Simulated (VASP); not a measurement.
# Li (P6_3/mmc) in VASP: notebook

The runs below take Li through single point, with PBE.

Program: VASP 6.6.1. These are calculated values, not measurements. Logs are shortened: lines on timing, memory, paths and dates and some standing lists are left out, and cuts for length are marked.

### 1 The structure

The structure is hexagonal, space group P6_3/mmc (No. 194). Conventional cell: a = 3.111 Å, b = 3.111 Å, c = 5.093 Å, α = 90.00°, β = 90.00°, γ = 120.00°. Li (site symmetry -6m2) is surrounded by 12 Li at 3.11 to 3.12 Å.

This isn't the form of Li at room conditions, which is bcc.

### 2 Single point, PBE

File INCAR:

```
SYSTEM = Li
  ALGO = Normal
  EDIFF = 1E-7
  ENCUT = 520
  GGA = PE
  ISIF = 2
  ISMEAR = -1
  LASPH = .True.
  LCHARG = .False.
  LREAL = .False.
  LWAVE = .False.
  NBANDS = 10
  NELM = 100
  PREC = Accurate
  SIGMA = 0.08
```

File KPOINTS:

```
k-points
0
Gamma
  15 15 8
  0 0 0
```

File POSCAR:

```
Li
1.0
    3.1110021516      0.0000000000      0.0000000000
   -1.5555010758      2.6942068945      0.0000000000
    0.0000000000      0.0000000000      5.0930000000
Li
2
Direct
    0.3333333333      0.6666666667      0.2500000000
    0.6666666667      0.3333333333      0.7500000000
```

Potentials or basis: VASP PAW PBE potentials, release 64 (Li_sv).

Command:

```console
cat potpaw_PBE.64/Li_sv/POTCAR > POTCAR
mpirun -np 1 vasp_std > vasp.out
```

OUTCAR:

```text
SYSTEM = Li
   EDIFF = 1E-7
   ENCUT = 520
   GGA = PE
   ISIF = 2
   ISMEAR = -1
   LASPH = .True.
   LREAL = .False.
   NELM = 100
   PREC = Accurate

 ion  position               nearest neighbor table
   1  0.333  0.667  0.250-
   2  0.667  0.333  0.750-

  LATTYP: Found a hexagonal cell.
 ALAT       =     3.1110021516
 C/A-ratio  =     1.6370930497

  Lattice vectors:

 A1 = (   3.1110021516,   0.0000000000,   0.0000000000)
 A2 = (  -1.5555010758,   2.6942068945,   0.0000000000)
 A3 = (   0.0000000000,   0.0000000000,   5.0930000000)

Analysis of symmetry for initial positions (statically):
=====================================================================
 Subroutine PRICEL returns:
 Original cell was already a primitive cell.

 Routine SETGRP: Setting up the symmetry group for a
 hexagonal supercell.

 Subroutine GETGRP returns: Found 24 space group operations
 (whereof 12 operations were pure point group operations)
 out of a pool of 24 trial point group operations.

The static configuration has the point symmetry D_3d.
 The point group associated with its full space group is D_6h.

Analysis of symmetry for dynamics (positions and initial velocities):
=====================================================================
 Subroutine PRICEL returns:
 Original cell was already a primitive cell.

 Routine SETGRP: Setting up the symmetry group for a
 hexagonal supercell.

 Subroutine GETGRP returns: Found 24 space group operations
 (whereof 12 operations were pure point group operations)
 out of a pool of 24 trial point group operations.

The dynamic configuration has the point symmetry D_3d.
 The point group associated with its full space group is D_6h.

 Subroutine INISYM returns: Found 24 space group operations
 (whereof 12 operations are pure point group operations),
 and found     1 'primitive' translations

----------------------------------------------------------------------------------------

                                     Primitive cell

  volume of cell :      42.6879

  direct lattice vectors                    reciprocal lattice vectors
     3.111002152  0.000000000  0.000000000     0.321439829  0.185583372  0.000000000
    -1.555501076  2.694206895  0.000000000     0.000000000  0.371166744  0.000000000
     0.000000000  0.000000000  5.093000000     0.000000000  0.000000000  0.196347929

  length of vectors
     3.111002152  3.111002152  5.093000000     0.371166744  0.371166744  0.196347929

[... 87 lines left out ...]
   ISYM   =      2    0-nonsym 1-usesym 2-fastsym
   POTIM  = 0.5000    time-step for ionic-motion
   TEBEG  =    0.0;   TEEND  =   0.0 temperature during run
   PSTRESS=    0.0 pullay stress
   NELECT =       6.0000    total number of electrons
   NUPDOWN=      -1.0000    fix difference up-down
   EMIN   =  10.00;   EMAX   =-10.00  energy-range for DOS
   EFERMI =   0.00;   METHOD = LEGACY
   ISMEAR =    -1;   SIGMA  =   0.08  broadening in eV -4-tet -1-fermi 0-gaus
   EFERMI_NEDOS =   21; number of points for ismear=-14 and -15
   IALGO  =     38    algorithm
   IMIX   =      4    mixing-type and parameters
     AMIX     =   0.40;   BMIX     =  1.00
     AMIX_MAG =   1.60;   BMIX_MAG =  1.00
  volume/ion in A,a.u.               =      21.34       144.04
  Fermi-wavevector in a.u.,A,eV,Ry     =   0.851184  1.608505  9.857621  0.724515
  Thomas-Fermi vector in A             =   1.967278
   LORBIT       =      0    0 simple, 1 ext, 2 COOP (PROOUT), +10 PAW based schemes
   GGA     = PE    functional components
   LHFCALC =     F    Hartree Fock is set to
   AEXX    =    0.0000 exact exchange contribution
   IVDW    =     0    specifies the selected vdW correction
   LEPSILON=     F    determine dielectric tensor
   LRPA    =     F    only Hartree local field effects (RPA)
 non-spin polarized calculation
  energy-cutoff  :      520.00
  volume of cell :       42.69
 maximum number of plane-waves:      1182
 NGX is ok and might be reduce to    24
   NGX = 11   NGY = 11   NGZ = 19

 number of electron       5.9999991 magnetization

 Free energy of the ion-electron system (eV)
  ---------------------------------------------------
  ext. energy  EPLUGINS =         0.00000000
  ---------------------------------------------------
  free energy    TOTEN  =        -3.81757340 eV

  energy without entropy =       -3.79605140  energy(sigma->0) =       -3.80681240

 E-fermi :   0.4839     XC(G=0):  -6.9198

 val. band max:        0.4830065255   @ k =   0.4667   0.0667   0.0000
 cond. band min:       0.4911513850   @ k =   0.4000  -0.0000   0.5000
 fundamental gap:      0.0081448595
 Fermi energy:         0.4838850006

 k-point     1 :       0.0000    0.0000    0.0000
  band No.  band energies     occupation
      1     -46.1335      2.00000
      2     -46.1191      2.00000
      3      -3.0086      2.00000
      4       0.4761      1.04876
      5       3.2234      0.00000
      6      12.5230      0.00000
      7      12.5231      0.00000
      8      13.8741      0.00000
      9      13.8742      0.00000
     10      14.3920      0.00000
[... 287 lines left out ...]
 k-point    24 :       0.4000    0.2000    0.0000
  band No.  band energies     occupation
      1     -46.1173      2.00000
      2     -46.1144      2.00000
      3       0.9920      0.00348
      4       1.9204      0.00000
      5       4.6627      0.00000
      6       5.6178      0.00000
      7       6.5089      0.00000
      8       6.6487      0.00000
      9      10.0958      0.00000
     10      10.5621      0.00000

 [... further k-points ...]

------------------------ aborting loop because EDIFF is reached ----------------------------------------

  FORCE on cell =-STRESS in cart. coord.  units (eV):
  Direction    XX          YY          ZZ          XY          YZ          ZX
  --------------------------------------------------------------------------------------
  -------------------------------------------------------------------------------------
  Total       -0.1938144     -0.1938144     -0.1968952      0.0000000     -0.0000000      0.0000000
  in kB       -7.2743081     -7.2743081     -7.3899371      0.0000000     -0.0000000      0.0000000
  external PRESSURE =      -7.3128511 kB  Pullay stress =       0.0000000 kB

 VOLUME and BASIS-vectors are now :
 -----------------------------------------------------------------------------
  energy-cutoff  :      520.00
  volume of cell :       42.69
      direct lattice vectors                 reciprocal lattice vectors
     3.111002152  0.000000000  0.000000000     0.321439829  0.185583372  0.000000000
    -1.555501076  2.694206895  0.000000000     0.000000000  0.371166744  0.000000000
     0.000000000  0.000000000  5.093000000     0.000000000  0.000000000  0.196347929

 POSITION                                       TOTAL-FORCE (eV/Angst)
 -----------------------------------------------------------------------------------
     -0.00000      1.79614      1.27325        -0.000000      0.000000      0.000000
      1.55550      0.89807      3.81975         0.000000     -0.000000      0.000000
 -----------------------------------------------------------------------------------
    total drift:                               -0.000000      0.000000      0.000000

  FREE ENERGIE OF THE ION-ELECTRON SYSTEM (eV)
  ---------------------------------------------------
  free  energy   TOTEN  =        -3.8175734008 eV

  energy  without entropy=       -3.7960513977  energy(sigma->0) =       -3.80681240
```

Wall time 50 s (1 thread of Intel Xeon Platinum 8375C at 2.90GHz (Ice Lake), shared host); peak memory 0.18 GiB.

What came out:

| Quantity | Value |
| --- | --- |
| Free energy | -3.8176 eV |
| Band gap on the k mesh | none (metal or under the smearing width) |

Levels at points of the mesh, in eV from the Fermi level:
```tsv
k point	band 1	band 2	band 3	band 4	band 5	band 6	band 7
(0.00, 0.00, 0.00)	-46.62	-46.60	-3.49	-0.01	2.74	12.04	12.04
(0.00, 0.00, 0.50)	-46.61	-46.61	-2.40	-2.40	7.65	7.65	12.91
```

Caveat: the cutoff is under 1.25 times the usual one of these potentials, so pressure, stress and relaxed cells hold a basis-set (Pulay) error.

### 3 Single point, PBE (volume scaled by 0.97)

File INCAR:

```
SYSTEM = Li
ALGO = Fast ; EDIFF = 1E-6
ENCUT = 520 ; GGA = PE
ISIF = 2 ; ISMEAR = -1
LASPH = .True. ; LCHARG = .False.
LREAL = .False. ; LWAVE = .False.
NBANDS = 10 ; NELM = 80
PREC = Accurate ; SIGMA = 0.08
```

KPOINTS is that of step 2.

File POSCAR:

```
Li
1.0
    3.0795757388      0.0000000000      0.0000000000
   -1.5397878694      2.6669908227      0.0000000000
    0.0000000000      0.0000000000      5.0415520381
Li
2
Direct
    0.3333333333      0.6666666667      0.2500000000
    0.6666666667      0.3333333333      0.7500000000
```

Potentials or basis: VASP PAW PBE potentials, release 64 (Li_sv).

Command:

```console
cat potpaw_PBE.64/Li_sv/POTCAR > POTCAR
mpirun -np 1 vasp_std > vasp.out
```

Run time: 64 s. Hardware: 1 thread of Intel Xeon Platinum 8375C at 2.90GHz (Ice Lake), shared host; peak memory 0.17 GiB.

It converged, with:

```
Free energy            : -3.8211 eV
Band gap on the k mesh : none (metal or under the smearing width)
```

Levels at points of the mesh, in eV from the Fermi level:
```csv
k point,band 1,band 2,band 3,band 4,band 5,band 6,band 7
"(0.00, 0.00, 0.00)",-46.57,-46.56,-3.53,-0.02,2.84,12.30,12.30
"(0.00, 0.00, 0.50)",-46.56,-46.56,-2.43,-2.43,7.82,7.82,13.19
```

Caveat: the cutoff is under 1.25 times the usual one of these potentials, so pressure, stress and relaxed cells hold a basis-set (Pulay) error.
